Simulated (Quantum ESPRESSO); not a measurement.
The system is SiO2.

```
Si O
1.0
    -2.47729    2.47729    3.65567
     2.47729   -2.47729    3.65567
     2.47729    2.47729   -3.65567
Si O
2 4
Direct
  0.75000 0.25000 0.50000
  0.00000 0.00000 0.00000
  0.87500 0.02821 0.65321
  0.77821 0.12500 0.15321
  0.97179 0.62500 0.84679
  0.37500 0.22179 0.34679
```

The cell comes from a database or a generator and needn't be the stable form of this composition.

- Program: Quantum ESPRESSO 7.5
- Task: single point
- Functional: PBE
- Potentials or basis: SSSP 1.3 efficiency PBE
- Cutoff: 748 eV
- Density cutoff: 5987 eV
- k mesh: 8 × 8 × 8
- Occupations: fermi-dirac, width 0.05 eV
- Spin: no spin polarisation

On this cell: pressure 4.8 GPa; largest force 0.300 eV/Å; band gap on the k mesh 5.93 eV, direct.

The same run follows on a disturbed copy (atoms moved at random, drawn with an rms of 0.05 Å):

```
Si O
1.0
    -2.47729    2.47729    3.65567
     2.47729   -2.47729    3.65567
     2.47729    2.47729   -3.65567
Si O
2 4
Cartesian
  0.0183 2.4770 1.8003
  -0.0016 0.0484 -0.0332
  -0.4518 3.7067 0.9253
  -1.2007 2.0316 2.7463
  1.2009 2.9457 2.7247
  0.4821 1.2638 0.9285
```

**Question.** What does the disturbed cell give?

**Answer.** The energy moves by +35.7 meV/atom; pressure 6.8 GPa; largest force 2.815 eV/Å; band gap on the k mesh 5.86 eV, direct.

Forces in eV/Å, atoms in the order of the input:
```
Si  -1.246  0.623  0.565
Si   0.184 -1.486  0.788
O   -0.341  2.204 -1.718
O   -1.151 -0.280  0.503
O    2.019  0.751  1.337
O    0.534 -1.811 -1.475
```

Stress tensor (GPa, compression positive):
```
 6.97 -0.98  1.98
-0.98  6.84  3.13
 1.98  3.13  6.65
```

A k mesh can miss the band edges.
